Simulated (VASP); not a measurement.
# BAs: single point with PBE

Crystal: BAs.

```
As B
1.0
     0.00000    2.38850    2.38850
     2.38850    0.00000    2.38850
     2.38850    2.38850    0.00000
As B
1 1
Direct
  0.75000 0.75000 0.75000
  0.00000 0.00000 0.00000
```

| Quantity | Value |
| --- | --- |
| Program | VASP 6.6.1 |
| Task | single point |
| Functional | PBE |
| Potentials or basis | VASP PAW PBE potentials, release 64 (As, B) |
| Cutoff | 520 eV |
| k mesh | 10 × 10 × 10 |
| Occupations | gaussian, width 0.021 eV |
| Spin | no spin polarisation |

```
Pressure               : 3.4 GPa
Band gap on the k mesh : 1.18 eV, indirect (least direct gap 3.28 eV)
```

Levels at points of the mesh, in eV from the valence-band top:
| k point | band 1 | band 2 | band 3 | band 4 | band 5 | band 6 | band 7 | band 8 | band 9 |
| --- | --- | --- | --- | --- | --- | --- | --- | --- | --- |
| (0.00, 0.00, 0.00) | -15.40 | 0.00 | 0.00 | 0.00 | 3.28 | 3.28 | 3.28 | 4.69 | 9.58 |
| (0.50, 0.00, 0.00) | -12.53 | -8.79 | -1.82 | -1.82 | 2.69 | 4.78 | 4.78 | 8.87 | 12.72 |
| (0.50, 0.50, 0.00) | -11.21 | -8.53 | -4.08 | -4.08 | 1.43 | 1.44 | 11.37 | 11.37 | 12.86 |

It took 12 s on 1 thread of Intel(R) Xeon(R) Platinum 8559C (Emerald Rapids), on a shared host, peak memory 0.15 GiB.

A k mesh can miss the band edges. A hybrid or GW would open this gap; PBE tends to underestimate it.
